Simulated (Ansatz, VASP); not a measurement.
# One calculation of CdS (Greenockite), two programs

```xyz
4
Lattice="4.2046 0.0000 0.0000 -2.1023 3.6413 0.0000 0.0000 0.0000 6.8257" Properties=species:S:1:pos:R:3 pbc="T T T"
Cd    2.1023    1.2138    3.4128
Cd    0.0000    2.4275    0.0000
S     2.1023    1.2138    5.9724
S     0.0000    2.4275    2.5596
```

Change from the starting cell: volume scaled by 1.04.

Alike in both runs: task single point; functional LDA; k mesh 7 × 7 × 4; occupations fermi-dirac, width 0.05 eV; no spin polarisation.

|  | VASP | Ansatz |
| --- | --- | --- |
| version | VASP 6.6.1 | Ansatz 0.2.0 |
| potentials or method | VASP PAW LDA potentials, release 64 (Cd, S), cutoff 520 eV | all-electron LAPW, scalar-relativistic |

Ansatz gave:

* gap on the k mesh at the Fermi level (eV): 0.82
* least direct gap on the mesh (eV): 0.82
* pressure (GPa): -5.0
* largest component of the traceless stress (GPa): 0.31
* rms of the force components (eV/Å): 0.031

Question: Which values does VASP return?

Answer: gap on the k mesh at the Fermi level (eV): 0.84; least direct gap on the mesh (eV): 0.84; pressure (GPa): -4.6; largest component of the traceless stress (GPa): 0.32; rms of the force components (eV/Å): 0.032.

Atom by atom the forces differ by 0.001 eV/Å (rms over components). Ansatz ran all-electron here, so the differences hold the error of VASP's frozen core and of both bases.
